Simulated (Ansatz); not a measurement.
Relaxed GeTe (alpha-GeTe type, space group R3m):

```
GeTe
1.0
    4.22711     2.44052     7.28006
   -2.11355     1.22026     3.64003
    0.00000    -2.44052     3.64003
Ge Te
2 2
Cartesian
  0.00000   0.00000   2.55798
  2.11355   1.22026   6.19801
  0.00000   0.00000   8.36210
  2.11355   1.22026  12.00213
```

In this cell atom 3 (Te, nearest neighbour Ge at 2.852 Å; its periodic images, 4.2 Å or more away, move with it) is moved by s towards the nearest neighbour, unit vector (-0.741, -0.428, 0.517); all other atoms and the cell stay fixed.

Computed with PBE (plane waves to 420 eV, PAW, scalar-relativistic; Ansatz, a first-principles code). k mesh 4×8×8 (Γ-centred), Fermi-Dirac smearing 0.05 eV. F∥ is the force on the atom along that direction. GeTe was relaxed with its symmetry unable to fall. Spin-orbit coupling is left out, though Te is heavy. The PAW data are Ansatz's earlier set. 

| s (Å) | F∥ (eV/Å) |
|---|---|
| -0.290 | 0.826 |
| -0.232 | 0.686 |
| -0.174 | 0.542 |
| -0.116 | 0.386 |
| -0.058 | 0.211 |
| 0.000 | 0.008 |
| 0.058 | -0.232 |
| 0.116 | -0.515 |
| 0.174 | -0.853 |
| 0.232 | -1.255 |
| 0.290 | -1.736 |

Problem. What is the force constant k = d²E/ds² of this move at s = 0?

Solution. 3.79 eV/Å². The forces along the line at the two nearest points give (0.211 − (-0.232)) / (2·0.058) = 3.82 eV/Å²; the next pair corrects for the finite step.

(A displaced cell: forces are minus the slopes of the energy, force constants its curvatures, and phonons follow from these.)
